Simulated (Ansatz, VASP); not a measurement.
**Sn2Ge: VASP beside Ansatz**

INCAR

```
SYSTEM = Sn2Ge
  PREC = Accurate
  ENCUT = 520
  EDIFF = 1E-6
  ISMEAR = 0
  SIGMA = 0.1
  LREAL = .FALSE.
  LASPH = .TRUE.
  NELM = 100
  ALGO = Normal
  ISIF = 2
  LWAVE = .FALSE.
  LCHARG = .FALSE.
  GGA = CA
  NBANDS = 28
```

File KPOINTS:

```
Automatic mesh
0
G
  6 6 6
  0 0 0
```

File POSCAR:

```
Sn2Ge
1.0
    0.0000000000      3.1429694073      3.1429694073
    3.1429694073      0.0000000000      3.1429694073
    3.1429694073      3.1429694073      0.0000000000
Sn Ge
2 1
Direct
    0.7500000000      0.7500000000      0.7500000000
    0.2500000000      0.2500000000      0.2500000000
    0.0000000000      0.0000000000      0.0000000000
```

Input for Ansatz:

```yaml
crystal:
  lattice:
    - [0.0, 3.1429694073, 3.1429694073]
    - [3.1429694073, 0.0, 3.1429694073]
    - [3.1429694073, 3.1429694073, 0.0]
  atoms:
    - { symbol: Sn, position: [0.75, 0.75, 0.75] }
    - { symbol: Sn, position: [0.25, 0.25, 0.25] }
    - { symbol: Ge, position: [0.0, 0.0, 0.0] }
basis:
  ecutwfc: 420
kpoints:
  mp_grid: { grid: [6, 6, 6] }
hamiltonian:
  xc: lda
scf:
  occupations: { method: gaussian, width: 0.1 }
output:
  forces: true
  stress: true
  eigenvalues: true
```

The cell comes from a database or a generator and needn't be the stable form of this composition.

Alike in both runs: task single point; functional LDA; k mesh 6 × 6 × 6; occupations gaussian, width 0.1 eV; no spin polarisation.

|  | VASP | Ansatz |
| --- | --- | --- |
| version | VASP 6.6.1 | Ansatz 0.2.0 |
| potentials or method | VASP PAW LDA potentials, release 64 (Sn_d, Ge_d) | scalar-relativistic, plane waves, PAW |
| plane-wave cutoff (eV) | 520 | 420 |
| valence electrons in the cell | 42 | 42 |

|  | VASP | Ansatz | Ansatz less VASP |
| --- | --- | --- | --- |
| gap on the k mesh at the Fermi level (eV) | none | none | - |
| pressure (GPa) | 22.3 | 22.1 | -0.21 |

A gap of «none» marks a metal or a gap that the smearing closes.

Caveats: so large a pressure means that the cell lies far from this level's equilibrium, or that cutoff or potentials fall short (VASP).
